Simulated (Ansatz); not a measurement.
# ZrB2 under changes of volume

One of the cells (10.249 Å³/atom); the others are scaled copies at fixed shape and fractional positions:

```xyz
3
Lattice="3.1700 0.0000 0.0000 -1.5850 2.7453 0.0000 0.0000 0.0000 3.5330" Properties=species:S:1:pos:R:3 pbc="T T T"
Zr    0.0000    0.0000    0.0000
B     1.5850    0.9151    1.7665
B     0.0000    1.8302    1.7665
```

| Item | Value |
| --- | --- |
| Program | Ansatz 0.2.0 |
| Functional | PBE |
| Potentials or basis | Ansatz PAW earlier set |
| Cutoff | 710 eV (not typed: the program's choice for these potentials) |
| k mesh | 10 × 10 × 8 |
| Occupations | fermi-dirac, width 0.05 eV |
| Spin | no spin polarisation |

```tsv
volume (Å³/atom)	energy over the lowest point (meV/atom)	pressure (GPa)
9.634	34.04	17.7
9.839	15.37	11.5
10.044	4.26	5.9
10.249	0.00	0.8
10.454	1.95	-3.8
10.659	9.52	-8.0
10.864	?	?
```

Q: What does the run at 10.864 Å³/atom give?

A: Energy over the lowest point 22.21 meV/atom; pressure -11.8 GPa.

Worked out: A Birch-Murnaghan fit of order 3 (a polynomial in V^(-2/3)) to the other rows has its minimum at 10.28 Å³/atom with B0 = V·E''(V) = 239 GPa and B' = 3.9 at fixed shape and positions, which overstates the stiffness. It gives 22.19 meV/atom at 10.864 Å³/atom, against the run's 22.21, and -dE/dV = -11.8 GPa, against -11.8.

Energies are extrapolated to zero smearing.
